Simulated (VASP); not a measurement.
Te2Mo: relaxation of the atoms with PBE+D3(BJ)

Crystal: Te2Mo.

```
Te Mo
1.0
     3.51820    0.00000    0.00000
    -1.75910    3.04685    0.00000
     0.00000    0.00000   14.67228
Te Mo
4 2
Direct
  0.33333 0.66667 0.62714
  0.66667 0.33333 0.12714
  0.33333 0.66667 0.87286
  0.66667 0.33333 0.37286
  0.33333 0.66667 0.25000
  0.66667 0.33333 0.75000
```

| Item | Value |
| --- | --- |
| Program | VASP 6.6.1 |
| Task | relaxation of the atoms |
| Functional | PBE |
| Dispersion | D3(BJ) |
| Potentials or basis | VASP PAW PBE potentials, release 64 (Te, Mo_sv) |
| Cutoff | 520 eV |
| k mesh | 10 × 10 × 3 |
| Occupations | gaussian, width 0.05 eV |
| Spin | no spin polarisation |
| Further INCAR settings | ALGO = Fast; EDIFF = 1e-06; IBRION = 2; EDIFFG = -0.02; NSW = 60 |

```yaml
Energy_gained_by_relaxing: 1.5 meV/atom
Ionic_steps: 3
Pressure_after_relaxing: -1.8 GPa
Largest_force_after_relaxing: 0.008 eV/Å
Band_gap_on_the_k_mesh: 0.91 eV, indirect (least direct gap 1.20 eV)
Dispersion_energy_per_atom: -0.512 eV
```

Forces in eV/Å, atoms in the order of the input:
```
Te   0.000  0.000  0.008
Te   0.000  0.000  0.008
Te   0.000  0.000 -0.008
Te   0.000  0.000 -0.008
Mo   0.000  0.000  0.000
Mo   0.000  0.000  0.000
```

Stress tensor (GPa, compression positive):
```
-1.46  0.00  0.00
 0.00 -1.46  0.00
 0.00  0.00 -2.53
```

The path:
```
step  energy change (eV)  largest force (eV/Å)  pressure (GPa)
   1              0.0000                0.2510           -0.72
   2             -0.0080                0.0829           -1.44
   3             -0.0090                0.0078           -1.82
```

Final structure:
```
CELL_PARAMETERS angstrom
3.51820 0.00000 0.00000
-1.75910 3.04685 0.00000
0.00000 0.00000 14.67228
ATOMIC_POSITIONS crystal
Te 0.33333 0.66667 0.62586
Te 0.66667 0.33333 0.12586
Te 0.33333 0.66667 0.87414
Te 0.66667 0.33333 0.37414
Mo 0.33333 0.66667 0.25000
Mo 0.66667 0.33333 0.75000
```

Levels at points of the mesh, in eV from the valence-band top:
```csv
k point,band 22,band 23,band 24,band 25,band 26,band 27,band 28,band 29,band 30,band 31
"(0.00, 0.00, 0.00)",-0.83,-0.81,-0.81,-0.66,-0.04,3.11,3.11,3.18,3.18,3.34
"(0.50, 0.00, 0.00)",-1.69,-0.79,-0.78,-0.32,-0.15,1.46,1.50,1.65,1.91,2.79
```

It took 71 s on 2 MPI ranks on AMD EPYC 9R45 96-Core Processor (Zen 5), with other jobs on the host, peak memory 0.35 GiB a rank.

The gap isn't set beside the measured one, since this odd mesh misses points on the zone boundary.

Caveat: spin-orbit coupling is left out, which moves the levels of the heavy elements; an odd mesh through Γ misses points on the zone boundary, where band edges often lie.
